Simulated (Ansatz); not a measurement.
Method: DFT PBE, scalar-relativistic, plane waves, PAW (Ansatz). Settings: cutoff 420 eV, Γ-centred meshes spaced at most about 0.3 Å⁻¹, and about 0.25 Å⁻¹ or finer for metals (2π included), Gaussian smearing. No spin polarisation.

Temperature and zero-point effects are left out.

Two forms of La3B2 were relaxed alike.

1.

```yaml
crystal:
  lattice:
    - [4.93620, 0.00000, 0.00000]
    - [-2.46810, 4.27488, 0.00000]
    - [0.00000, 0.00000, 5.55870]
  atoms:
    - { symbol: La, position: [0.00000, 0.00000, 0.50000] }
    - { symbol: La, position: [0.66667, 0.33333, 0.19731] }
    - { symbol: La, position: [0.33333, 0.66667, 0.80270] }
    - { symbol: B, position: [0.66667, 0.33333, 0.70288] }
    - { symbol: B, position: [0.33333, 0.66667, 0.29712] }
```

2.

```yaml
crystal:
  lattice:
    - [3.34784, 1.93288, 3.39404]
    - [-3.34784, 1.93288, 3.39404]
    - [0.00000, -3.86575, 3.39404]
  atoms:
    - { symbol: La, position: [0.00000, 0.29621, 0.70379] }
    - { symbol: La, position: [0.70379, 0.00000, 0.29621] }
    - { symbol: La, position: [0.29621, 0.70379, 0.00000] }
    - { symbol: B, position: [0.19637, 0.19637, 0.19637] }
    - { symbol: B, position: [0.80363, 0.80363, 0.80363] }
```

Question: Which form is favoured at zero pressure, and by what margin per atom?

Answer: Cell 1 is lower, by 110 meV/atom. Cell 1 has space group P-3m1 (No. 164), 23.5 Å³/atom and no gap on its mesh; cell 2 has space group R32 (No. 155), 26.4 Å³/atom and no gap. Counting B atoms around La (those within 1.25 times the shortest such distance or 1.15 times the sum of covalent radii; a slash parts the counts of unlike sites), cell 1 has La 5/6 and cell 2 has La 4. The denser one is the lower, and pressure would at first widen the difference. Even the lower one lies +0.24 eV/atom against the reference forms of the elements (uncorrected), so neither is stable at this level. Origin: cell 1, invented, then shaken at random and relaxed again; cell 2, invented. Shaken at random and relaxed again, cell 2 falls into cell 1, 110 meV/atom lower, so it is a saddle point or a shallow minimum.

Cells without such a test can be saddle points.
